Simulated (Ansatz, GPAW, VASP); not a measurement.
# Hg: programs and potentials compared

```
Hg
1.0
    -1.87674    1.87674    1.91684
     1.87674   -1.87674    1.91684
     1.87674    1.87674   -1.91684
Hg
1
Direct
  0.50000 0.50000 0.00000
```

Alike in all runs: task single point; functional LDA; k mesh 10 × 10 × 10; occupations gaussian, width 0.02 eV; no spin polarisation; no spin-orbit coupling. LDA stands for any of its common fits. Pressure is positive in compression and, in plane waves, holds the error of the finite cutoff.

| program and potentials | plane-wave cutoff (eV) | notes | band gap (eV) | pressure (GPa) |
| --- | --- | --- | --- | --- |
| VASP, LDA PAW files Hg, 500 eV | 500 | 12 valence electrons an atom on average | ? | ? |
| Ansatz, all-electron LAPW, scalar-relativistic | - | - | no gap | -4.20 |
| GPAW, the program's PAW data sets (release 1.2.1) made for this functional | 600 | 18 valence electrons an atom on average | no gap | -4.57 |

**Question.** Estimate from the other rows what the run with VASP, LDA PAW files Hg, 500 eV gave.

**Answer.** No band gap; pressure -4.14 GPa. The other rows, which needn't bracket it: pressure -4.57 to -4.20.
